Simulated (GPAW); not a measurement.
## Local fields in the sheet polarisability of RbBr (honeycomb monolayer)

What do local fields do to the response of RbBr (honeycomb monolayer)?

Program: GPAW 26.7.0. Level of theory: PBE and many-body steps on it, plane waves. Results are calculated unless marked as measured.

### 1. The starting structure

The cell holds 2 atoms: 1 Rb and 1 Br. Cell: a = 5.698 Å, b = 5.698 Å, c = 11.400 Å, α = 90.0°, β = 90.0°, γ = 120.0°. Vacuum lies along c.

Coordinates:

```xyz
2
Lattice="5.6984 0.0000 0.0000 -2.8492 4.9349 0.0000 0.0000 0.0000 11.4000" Properties=species:S:1:pos:R:3
Rb    0.0000    3.2899    5.6993
Br    2.8492    1.6450    5.7007
```

The structure was relaxed with PBE. The runs that relaxed it are not among those shown.

### 2. Empty states on the mesh, 9×9×1 mesh, 426 bands

This step: GPAW 26.7.0; DFT, PBE, plane waves, PAW.

The sums over transitions need many empty states on a uniform mesh; this step solves for them.

Contents of run.py:

```python
import json
import numpy as np
from gpaw.mpi import world
from gpaw import GPAW

calc = GPAW('gs.gpw').fixed_density(kpts={'size': (9, 9, 1), 'gamma': True},
    nbands=497,
    convergence={'bands': 426},
    txt='nscf.txt')
calc.write('full.gpw', mode='all')
res = {}
kpts = calc.get_ibz_k_points()
res['kpts'] = kpts
res['eigenvalues'] = [calc.get_eigenvalues(kpt=k) for k in range(len(kpts))]
res['n_electrons'] = calc.get_number_of_electrons()

if world.rank == 0:
    with open('result.json', 'w') as f:
        json.dump(res, f, default=lambda x: x.tolist())
```

The run is started by

```bash
$ mpirun -n 8 gpaw python run.py
```

Numbers of over 12 decimals in the logs are rounded to 6 here.

What it wrote:

```text
Diagonalizing LCAO Hamiltonian
Converting LCAO to pw mode
convergence criteria:
- Maximum integral of absolute [eigenst]ate change: 4e-08 eV^2 / valence electron
maximum number of iterations: 100

SCF iterations
|iter     |     time |      energy | eigst |  dens |
|iter:   1|  |             | +4.89 |       |
|iter:   2|  |             | +3.70 |       |
|iter:   3|  |             | +2.59 |       |
[...]
|iter:  17|  |             | -7.20 |       |
|iter:  18|  |             | -7.39 |       |
|iter:  19|  |             | -7.72c|       |
SCF steps: 19
  __  _  _
 | _ |_)|_||  |
 |__||  | ||/\| - 26.7.0

Input parameters:
  mode=PW(ecut=450.000000),
  convergence={'bands': 426},
  gpts=array([28, 28, 56]),
  kpts=MonkhorstPack(size=(9, 9, 1), gamma=True),
  maxiter=100,
  nbands=497,
  occupations=Occupations(name='fermi-dirac', width=0.001, fixmagmom=False),
  parallel={},
  xc=XC(name='PBE')
# Writing to full.gpw (mode='all')
  [... matrices ...]

timing:  # [seconds]
  Total: 0.843  # ━━━━━━━━━━━━━━━━━━━━━━━━━━━━━━━━━━━━━━━━━━━━━━━━━━━━━━━━━━━
```

Run time: 4.2 min. Hardware: 8 MPI ranks of Intel Xeon Platinum 8259CL at 2.50GHz (Skylake/Cascade Lake), shared host; peak memory 2.9 GiB.

Numbers from this step:

| Property | Result |
| --- | --- |
| gap | 4.175 eV |
| k of the valence top | 0, 0, 0 |
| k of the conduction bottom | 0, 0, 0 |
| least direct gap | 4.175 eV |
| k points computed | 12 |
| lowest point of the top converged band, above the valence top | 71.2706 eV |

On this mesh the gap is 4.175 eV.

### 3. RPA response

The response function is computed on a frequency grid, with local fields up to the given cutoff.

This step: linear response, RPA, on PBE, plane waves, PAW.

Contents of run.py:

```python
import json
import numpy as np
from gpaw.mpi import world
from gpaw.response.df import DielectricFunction

df = DielectricFunction('full.gpw',
    ecut=50,
    nbands=426,
    eta=0.2,
    frequencies={'type': 'nonlinear', 'domega0': 0.05, 'omega2': 10.0},
    intraband=False,
    truncation='2D',
    txt='df.txt')
res = {'optical': {}, 'eels': []}
for d in 'x':
    y0, y = df.get_polarizability(direction=d, xc='RPA', filename=None)
    res['optical'][d] = [y0.real, y0.imag, y.real, y.imag]
res['w'] = df.get_frequencies()
for q_c in [[0.1111111111, 0, 0], [0.2222222222, 0, 0], [0.4444444444, 0, 0], [0.7777777778, 0, 0], [1.2222222222, 0, 0]]:
    res['eels'].append(df.get_eels_spectrum(q_c=q_c, xc='RPA', filename=None))

if world.rank == 0:
    with open('result.json', 'w') as f:
        json.dump(res, f, default=lambda x: x.tolist())
```

The run is started by

```bash
$ mpirun -n 8 gpaw python run.py
```

What it wrote:

```text
Using integrator: PointIntegrator
NonLinearFrequencyDescriptor(from 0.000 to 98.765 eV, 389 points)
Nonperiodic BCs:  [False False  True]
Using integrator: PointIntegrator
NonLinearFrequencyDescriptor(from 0.000 to 98.765 eV, 389 points)
Nonperiodic BCs:  [False False  True]

Calculating chi0 body with:
    Ground state adapter containing:
    Number of spins: 1
    Number of kpoints: 81
    Number of irreducible kpoints: 12
    Number of completely occupied states: 8
    Number of partially occupied states: 8
    Occupied states memory: 5.359375 M / cpu

    Linear response parametrization:
    q_c: [0.0, 0.0, 0.0]
    Number of frequency points: 389
    Planewave cutoff: 50.0
    Number of bands: 426
    Number of planewaves: 271
    Broadening (eta): 0.2
    comm.size: 8
    kncomm.size: 8
    blockcomm.size: 1

    Memory estimate of potentially large arrays:
        chi0_wGG: 435.921463 M / cpu
Integrating chi0 body.

Symmetries of q_c:
    Direct symmetries (Uq -> q): 6
    Indirect symmetries (TUq -> q): 6
In total 12 allowed symmetries.

  [... matrices ...]
12 groups of equivalent kpoints. 85.185185% reduction.

Integral kind: spectral function

Calculating chi0 optical extensions with:
    Ground state adapter containing:
    Number of spins: 1
    Number of kpoints: 81
    Number of irreducible kpoints: 12
    Number of completely occupied states: 8
    Number of partially occupied states: 8
    Occupied states memory: 5.359375 M / cpu

    Linear response parametrization:
    Number of frequency points: 389
    Planewave cutoff: 50.0
    Number of bands: 426
    Number of planewaves: 271
    Broadening (eta): 0.2
Integrating chi0 head and wings.

Symmetries of q_c:
    Direct symmetries (Uq -> q): 6
    Indirect symmetries (TUq -> q): 6
In total 12 allowed symmetries.

  [... matrices ...]
12 groups of equivalent kpoints. 85.185185% reduction.

Integral kind: spectral function wings

Calculating chi0 body with:
    Ground state adapter containing:
    Number of spins: 1
    Number of kpoints: 81
    Number of irreducible kpoints: 12
    Number of completely occupied states: 8
    Number of partially occupied states: 8
    Occupied states memory: 5.359375 M / cpu

    Linear response parametrization:
    q_c: [0.1111111111, 0.0, 0.0]
    Number of frequency points: 389
    Planewave cutoff: 50.0
    Number of bands: 426
    Number of planewaves: 263
    Broadening (eta): 0.2
    comm.size: 8
    kncomm.size: 8
    blockcomm.size: 1

    Memory estimate of potentially large arrays:
        chi0_wGG: 410.564285 M / cpu
Integrating chi0 body.

Symmetries of q_c:
    Direct symmetries (Uq -> q): 2
    Indirect symmetries (TUq -> q): 0
In total 2 allowed symmetries.

  [... matrices ...]
45 groups of equivalent kpoints. 44.444444% reduction.

Integral kind: spectral function

[... 4 further calls ...]
```

Wall time 3 min (8 MPI ranks); peak memory 12 GiB; 24 min of CPU time.

This step gave:

- static polarisability of the sheet (Å): 0.3124
- the same without local fields: 0.4424

The static value is 0.31.

The Im polarisability of the sheet has structure finer than the step of the table below, so its rows give means over 1 eV, whole bins alone (the curve runs from 0 to 39.8 eV). Peaks (eV: height): xx, no local fields 6.4: 0.770, 7.6: 0.723, 8.8: 0.862, 10.6: 0.418, 17.8: 0.535; xx, local fields 6.4: 0.392, 9.2: 0.546, 11.2: 0.299, 17.2: 0.246.

RPA, broadening 0.2 eV. Table of Im polarisability of the sheet by photon energy; means over each step:

| photon energy (eV) | xx, no local fields (Å) | xx, local fields (Å) |
| --- | --- | --- |
| 1 | 0.00306 | 0.00197 |
| 2 | 0.00734 | 0.00476 |
| 3 | 0.0168 | 0.0111 |
| 4 | 0.0990 | 0.0691 |
| 5 | 0.272 | 0.197 |
| 6 | 0.467 | 0.244 |
| 7 | 0.641 | 0.337 |
| 8 | 0.657 | 0.385 |
| 9 | 0.711 | 0.497 |
| 10 | 0.349 | 0.288 |
| 11 | 0.385 | 0.281 |
| 12 | 0.310 | 0.250 |
| 13 | 0.254 | 0.237 |
| 14 | 0.181 | 0.211 |
| 15 | 0.218 | 0.179 |
| 16 | 0.275 | 0.176 |
| 17 | 0.438 | 0.218 |
| 18 | 0.482 | 0.193 |
| 19 | 0.287 | 0.222 |
| 20 | 0.208 | 0.185 |
| 21 | 0.158 | 0.159 |
| 22 | 0.129 | 0.126 |
| 23 | 0.102 | 0.121 |
| 24 | 0.0769 | 0.123 |
| 25 | 0.0554 | 0.121 |
| 26 | 0.0446 | 0.106 |
| 27 | 0.0330 | 0.0848 |
| 28 | 0.0364 | 0.0678 |
| 29 | 0.0357 | 0.0648 |
| 30 | 0.0273 | 0.0684 |
| 31 | 0.0229 | 0.0587 |
| 32 | 0.0190 | 0.0594 |
| 33 | 0.0167 | 0.0522 |
| 34 | 0.0134 | 0.0429 |
| 35 | 0.0124 | 0.0386 |
| 36 | 0.0107 | 0.0325 |
| 37 | 0.00992 | 0.0316 |
| 38 | 0.00883 | 0.0289 |
| 39 | 0.00725 | 0.0245 |

### 4. RPA response, local-field cutoff (9×9×1 mesh, 426 bands, screening to 15 eV, broadening 0.2 eV)

Edit run.py of step 3 so:

```diff
@@ -6,3 +6,3 @@
 df = DielectricFunction('full.gpw',
-    ecut=50,
+    ecut=15,
     nbands=426,
@@ -18,3 +18,3 @@
 res['w'] = df.get_frequencies()
-for q_c in [[0.1111111111, 0, 0], [0.2222222222, 0, 0], [0.4444444444, 0, 0], [0.7777777778, 0, 0], [1.2222222222, 0, 0]]:
+for q_c in [[0.4444444444, 0, 0]]:
     res['eels'].append(df.get_eels_spectrum(q_c=q_c, xc='RPA', filename=None))
```

The run is started by

```bash
$ mpirun -n 8 gpaw python run.py
```

What it wrote:

```text
Using integrator: PointIntegrator
NonLinearFrequencyDescriptor(from 0.000 to 98.765 eV, 389 points)
Nonperiodic BCs:  [False False  True]
Using integrator: PointIntegrator
NonLinearFrequencyDescriptor(from 0.000 to 98.765 eV, 389 points)
Nonperiodic BCs:  [False False  True]

Calculating chi0 body with:
    Ground state adapter containing:
    Number of spins: 1
    Number of kpoints: 81
    Number of irreducible kpoints: 12
    Number of completely occupied states: 8
    Number of partially occupied states: 8
    Occupied states memory: 5.359375 M / cpu

    Linear response parametrization:
    q_c: [0.0, 0.0, 0.0]
    Number of frequency points: 389
    Planewave cutoff: 15.0
    Number of bands: 426
    Number of planewaves: 37
    Broadening (eta): 0.2
    comm.size: 8
    kncomm.size: 8
    blockcomm.size: 1

    Memory estimate of potentially large arrays:
        chi0_wGG: 8.125931 M / cpu
Integrating chi0 body.

Symmetries of q_c:
    Direct symmetries (Uq -> q): 6
    Indirect symmetries (TUq -> q): 6
In total 12 allowed symmetries.

  [... matrices ...]
12 groups of equivalent kpoints. 85.185185% reduction.

Integral kind: spectral function

Calculating chi0 optical extensions with:
    Ground state adapter containing:
    Number of spins: 1
    Number of kpoints: 81
    Number of irreducible kpoints: 12
    Number of completely occupied states: 8
    Number of partially occupied states: 8
    Occupied states memory: 5.359375 M / cpu

    Linear response parametrization:
    Number of frequency points: 389
    Planewave cutoff: 15.0
    Number of bands: 426
    Number of planewaves: 37
    Broadening (eta): 0.2
Integrating chi0 head and wings.

Symmetries of q_c:
    Direct symmetries (Uq -> q): 6
    Indirect symmetries (TUq -> q): 6
In total 12 allowed symmetries.

  [... matrices ...]
12 groups of equivalent kpoints. 85.185185% reduction.

Integral kind: spectral function wings

Calculating chi0 body with:
    Ground state adapter containing:
    Number of spins: 1
    Number of kpoints: 81
    Number of irreducible kpoints: 12
    Number of completely occupied states: 8
    Number of partially occupied states: 8
    Occupied states memory: 5.359375 M / cpu

    Linear response parametrization:
    q_c: [0.4444444444, 0.0, 0.0]
    Number of frequency points: 389
    Planewave cutoff: 15.0
    Number of bands: 426
    Number of planewaves: 44
    Broadening (eta): 0.2
    comm.size: 8
    kncomm.size: 8
    blockcomm.size: 1

    Memory estimate of potentially large arrays:
        chi0_wGG: 11.491455078125 M / cpu
Integrating chi0 body.

Symmetries of q_c:
    Direct symmetries (Uq -> q): 2
    Indirect symmetries (TUq -> q): 0
In total 2 allowed symmetries.

  [... matrices ...]
45 groups of equivalent kpoints. 44.444444% reduction.

Integral kind: spectral function
```

The job ended after 40 s (8 MPI ranks; peak memory 4.6 GiB; 5.3 min of CPU time).

This step gave:

| Quantity | Value |
| --- | --- |
| static polarisability of the sheet (Å) | 0.3428 |
| the same without local fields | 0.4424 |

The static value is 0.34.

The Im polarisability of the sheet has structure finer than the step of the table below, so its rows give means over 2 eV, whole bins alone (the curve runs from 0 to 39.8 eV). Peaks (eV: height): xx, no local fields 6.4: 0.770, 7.6: 0.723, 8.8: 0.862, 10.6: 0.418, 17.8: 0.535; xx, local fields 6.4: 0.400, 9.0: 0.582, 11.0: 0.345, 13.2: 0.329, 17.2: 0.357.

RPA, broadening 0.2 eV. Table of Im polarisability of the sheet by photon energy; means over each step:

| photon energy (eV) | xx, no local fields (Å) | xx, local fields (Å) |
| --- | --- | --- |
| 2 | 0.00785 | 0.00525 |
| 4 | 0.127 | 0.0905 |
| 6 | 0.458 | 0.255 |
| 8 | 0.688 | 0.420 |
| 10 | 0.433 | 0.370 |
| 12 | 0.316 | 0.296 |
| 14 | 0.192 | 0.276 |
| 16 | 0.306 | 0.285 |
| 18 | 0.440 | 0.317 |
| 20 | 0.208 | 0.226 |
| 22 | 0.126 | 0.155 |
| 24 | 0.0777 | 0.123 |
| 26 | 0.0434 | 0.0816 |
| 28 | 0.0352 | 0.0536 |
| 30 | 0.0281 | 0.0481 |
| 32 | 0.0196 | 0.0347 |
| 34 | 0.0140 | 0.0236 |
| 36 | 0.0109 | 0.0169 |
| 38 | 0.00865 | 0.0126 |

### 5. RPA response, fewer bands (9×9×1 mesh, 13 bands, screening to 50 eV, broadening 0.2 eV)

Edit run.py of step 4 so:

```diff
@@ -6,4 +6,4 @@
 df = DielectricFunction('full.gpw',
-    ecut=15,
-    nbands=426,
+    ecut=50,
+    nbands=13,
     eta=0.2,
@@ -18,3 +18,3 @@
 res['w'] = df.get_frequencies()
-for q_c in [[0.4444444444, 0, 0]]:
+for q_c in []:
     res['eels'].append(df.get_eels_spectrum(q_c=q_c, xc='RPA', filename=None))
```

The run is started by

```bash
$ mpirun -n 8 gpaw python run.py
```

What it wrote:

```text
Using integrator: PointIntegrator
NonLinearFrequencyDescriptor(from 0.000 to 33.325 eV, 281 points)
Nonperiodic BCs:  [False False  True]
Using integrator: PointIntegrator
NonLinearFrequencyDescriptor(from 0.000 to 33.325 eV, 281 points)
Nonperiodic BCs:  [False False  True]

Calculating chi0 body with:
    Ground state adapter containing:
    Number of spins: 1
    Number of kpoints: 81
    Number of irreducible kpoints: 12
    Number of completely occupied states: 8
    Number of partially occupied states: 8
    Occupied states memory: 5.359375 M / cpu

    Linear response parametrization:
    q_c: [0.0, 0.0, 0.0]
    Number of frequency points: 281
    Planewave cutoff: 50.0
    Number of bands: 13
    Number of planewaves: 271
    Broadening (eta): 0.2
    comm.size: 8
    kncomm.size: 8
    blockcomm.size: 1

    Memory estimate of potentially large arrays:
        chi0_wGG: 314.894424 M / cpu
Integrating chi0 body.

Symmetries of q_c:
    Direct symmetries (Uq -> q): 6
    Indirect symmetries (TUq -> q): 6
In total 12 allowed symmetries.

  [... matrices ...]
12 groups of equivalent kpoints. 85.185185% reduction.

Integral kind: spectral function

Calculating chi0 optical extensions with:
    Ground state adapter containing:
    Number of spins: 1
    Number of kpoints: 81
    Number of irreducible kpoints: 12
    Number of completely occupied states: 8
    Number of partially occupied states: 8
    Occupied states memory: 5.359375 M / cpu

    Linear response parametrization:
    Number of frequency points: 281
    Planewave cutoff: 50.0
    Number of bands: 13
    Number of planewaves: 271
    Broadening (eta): 0.2
Integrating chi0 head and wings.

Symmetries of q_c:
    Direct symmetries (Uq -> q): 6
    Indirect symmetries (TUq -> q): 6
In total 12 allowed symmetries.

  [... matrices ...]
12 groups of equivalent kpoints. 85.185185% reduction.

Integral kind: spectral function wings
```

The job ended after 10 s (8 MPI ranks; peak memory 7 GiB).

Numbers from this step:

```
static polarisability of the sheet (Å) : 0.1654
the same without local fields          : 0.1812
```

### 6. RPA response, scissors (9×9×1 mesh, 426 bands, screening to 50 eV, broadening 0.2 eV)

Edit run.py of step 5 so:

```diff
@@ -7,3 +7,3 @@
     ecut=50,
-    nbands=13,
+    nbands=426,
     eta=0.2,
@@ -12,2 +12,3 @@
     truncation='2D',
+    eshift=1.0,
     txt='df.txt')
```

The run is started by

```bash
$ mpirun -n 8 gpaw python run.py
```

What it wrote:

```text
Using integrator: PointIntegrator
NonLinearFrequencyDescriptor(from 0.000 to 98.765 eV, 389 points)
Nonperiodic BCs:  [False False  True]
Using integrator: PointIntegrator
NonLinearFrequencyDescriptor(from 0.000 to 98.765 eV, 389 points)
Nonperiodic BCs:  [False False  True]

Calculating chi0 body with:
    Ground state adapter containing:
    Number of spins: 1
    Number of kpoints: 81
    Number of irreducible kpoints: 12
    Number of completely occupied states: 8
    Number of partially occupied states: 8
    Occupied states memory: 5.359375 M / cpu

[...]
Ground state adapter containing:
    Number of spins: 1
    Number of kpoints: 81
    Number of irreducible kpoints: 12
    Number of completely occupied states: 8
    Number of partially occupied states: 8
    Occupied states memory: 5.359375 M / cpu

    Linear response parametrization:
    Number of frequency points: 389
    Planewave cutoff: 50.0
    Number of bands: 426
    Number of planewaves: 271
    Broadening (eta): 0.2
Integrating chi0 head and wings.

Symmetries of q_c:
    Direct symmetries (Uq -> q): 6
    Indirect symmetries (TUq -> q): 6
In total 12 allowed symmetries.

  [... matrices ...]
12 groups of equivalent kpoints. 85.185185% reduction.

Integral kind: spectral function wings
```

Run time: 29 s. Hardware: 8 MPI ranks; peak memory 12 GiB; 3.8 min of CPU time.

Numbers from this step:

| Property | Result |
| --- | --- |
| static polarisability of the sheet (Å) | 0.2849 |
| the same without local fields | 0.3967 |

The static value is 0.28.

### 7. RPA response, more bands than the file holds (9×9×1 mesh, 1278 bands, screening to 30 eV, broadening 0.2 eV)

Edit run.py of step 6 so:

```diff
@@ -6,4 +6,4 @@
 df = DielectricFunction('full.gpw',
-    ecut=50,
-    nbands=426,
+    ecut=30,
+    nbands=1278,
     eta=0.2,
@@ -12,3 +12,2 @@
     truncation='2D',
-    eshift=1.0,
     txt='df.txt')
```

The run is started by

```bash
$ mpirun -n 8 gpaw python run.py
```

What it wrote:

```text

--- the script ended with ---
AssertionError: (1278, 497)
```

It took 13 s on 8 MPI ranks; peak memory 1.4 GiB; 23 s of CPU time.

The run stopped with an error after 13 s.

The fault put into this input: more bands than the file holds.

### 8. The runs together

Times are wall times on 8 MPI ranks of Intel Xeon Platinum 8259CL at 2.50GHz (Skylake/Cascade Lake), shared host, good to a factor of about two.

The polarisability of a sheet is α = (ε − 1) L / 4π, with L the height of the cell, and does not depend on L.

| run | static polarisability (Å) | without local fields | time |
| --- | --- | --- | --- |
| RPA response | 0.31 | 0.44 | 3 min |
| RPA response, local-field cutoff (9×9×1 mesh, 426 bands, screening to 15 eV, broadening 0.2 eV) | 0.34 | 0.44 | 40 s |
| RPA response, fewer bands (9×9×1 mesh, 13 bands, screening to 50 eV, broadening 0.2 eV) | 0.17 | 0.18 | 10 s |
| RPA response, scissors (9×9×1 mesh, 426 bands, screening to 50 eV, broadening 0.2 eV) | 0.28 | 0.40 | 29 s |

### 9. What came out

```json
{
  "RPA response": "static polarisability (Å) 0.31",
  "RPA response, local-field cutoff (9×9×1 mesh, 426 bands, screening to 15 eV, broadening 0.2 eV)": "static polarisability (Å) 0.34",
  "RPA response, fewer bands (9×9×1 mesh, 13 bands, screening to 50 eV, broadening 0.2 eV)": "static polarisability (Å) 0.17",
  "RPA response, scissors (9×9×1 mesh, 426 bands, screening to 50 eV, broadening 0.2 eV)": "static polarisability (Å) 0.28"
}
```

**Reading.** In the optical limit the electronic static polarisability (Å) is 0.31, against 0.44 without local fields. RPA response, local-field cutoff (9×9×1 mesh, 426 bands, screening to 15 eV, broadening 0.2 eV): static polarisability (Å) = 0.34. RPA response, fewer bands (9×9×1 mesh, 13 bands, screening to 50 eV, broadening 0.2 eV): static polarisability (Å) = 0.17. RPA response, scissors (9×9×1 mesh, 426 bands, screening to 50 eV, broadening 0.2 eV): static polarisability (Å) = 0.28. ε(0) converges slowly with a Γ-centred mesh, and this one is not shown settled. Unless a shift is named, the levels are those of the density functional, and only a kernel with a long-range part can bind an exciton.

[Paths, hosts, dates, memory and timing lines, banners, echoed tables and standing remarks are left out of the program output.]

[Logs are printed without paths, hosts, clocks, repeated set-up lines and the standing remarks that a program may print on its own settings, such as how far it seeks lower states.]

[Runs of the session that timed out or met a known fault of the program may be left out.]

[No measured gap is set beside runs whose start may be inverted or whose files or cutoffs have a known fault.]

[Hosts, paths, dates, database ids (printed as entryN), source tags and the programs' standing remarks are cut or masked in the printed files.]
